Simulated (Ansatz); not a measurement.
**MgO: from Born charge to LO–TO splitting and polaron coupling**

Theory: DFT PBE, scalar-relativistic, plane waves, PAW (Ansatz 0.2.0). Settings: 420 eV plane-wave cutoff, Γ-centred 10×10×10 mesh, fixed occupations. No spin polarisation. Phonons by linear response, acoustic sum rule imposed.

Equilibrium structure at this level:
```xyz
2
Lattice="0.0000 2.1269 2.1269 2.1269 0.0000 2.1269 2.1269 2.1269 0.0000" Properties=species:S:1:pos:R:3 pbc="T T T"
Mg    0.0000    0.0000    0.0000
O     2.1269    2.1269    2.1269
```

Linear response gives ν_TO = 364.7 cm⁻¹, Born charges ±1.998 e (positive on Mg) and ε∞ = 3.240. The primitive cell holds 19.244 Å³, and the masses are 24.305 and 15.999 amu.

Task: Find ν_LO and the static dielectric constant.

Result: The long-wave field adds a restoring force: ω_LO² − ω_TO² = Z*²e²/(ε_vac ε∞ μV). In these units ν_LO² − ν_TO² = 4.92064×10⁷ Z*²/(μ V ε∞) cm⁻², with μ = m₁m₂/(m₁ + m₂) = 9.648 amu: 326635 cm⁻². So ν_LO = √(364.7² + 326635) = 678.0 cm⁻¹, and the run gives 678.0. Lyddane–Sachs–Teller then gives ε0 = ε∞ (ν_LO/ν_TO)² = 11.20, against 11.20 in the run (it forms both from the same three quantities, so the match checks the arithmetic only). Between ν_TO and ν_LO the dielectric function is negative and an undamped crystal reflects fully: a reststrahlen band from 14.7 to 27.4 μm.

Task: What do the Clausius–Mossotti polarisability and the Szigeti charge come to?

Result: With the Lorentz local field, α = (3V/4π)(ε∞ − 1)/(ε∞ + 2) = 1.96 Å³ for the pair, and e_S = 3Z*/(ε∞ + 2) = 1.14 e. The Born charge includes the electrons' response to the dipole's own local field, and e_S takes that enhancement out. The Lorentz field assumes point-like polarisable ions, a fair picture at this small ε∞.

Task: How strongly does a slow electron couple to the LO mode?

Result: For one isotropic parabolic band, Fröhlich's constant is α_F = (1/ε∞ − 1/ε0) √(m* Ry/ħω_LO), with Ry = 13.606 eV, ħω_LO = 84.1 meV and m* in free-electron masses: α_F = 0.2193 × 12.72 × √m* = 2.79 √m*. The band mass isn't part of this run; for m* = 0.1, 0.3 and 1 it gives 0.88, 1.53, 2.79. In weak coupling the polaron lies α_F ħω_LO below the band edge (128 meV at m* = 0.3) with a mass m*(1 + α_F/6); past α_F of about 5 or 6 that expansion fails. A semilocal functional's ε∞ tends to be too large, which taken alone lowers α_F.

Cost: 1 run of about 0.095 core-minutes, on Intel Xeon 6975P-C (Granite Rapids) (shared hosts).

The wide LO–TO splitting reflects almost fully ionic dynamical charges combined with weak electronic screening. The Born charge stays close to the nominal 2 because moving the ions transfers little charge between the filled O 2p shell and the empty Mg 3s states. The smaller Szigeti charge therefore doesn't mean that the ions are only about half charged; it depends on how the local field is divided out. Most of the static dielectric constant comes from lattice displacement, which makes it sensitive to the TO frequency. That frequency lies below the measured one and ε0 above it, probably because PBE overexpands the lattice and weakens the short-range repulsion.

A soft lattice raises α_F, partly offsetting the effect of an overlarge ε∞. For the light, s-like conduction-band electron of MgO, the values suggest a mobile large polaron at intermediate coupling. They don't carry over to holes, whose heavy, degenerate O 2p bands violate the single-band picture and for which short-range distortion may matter.
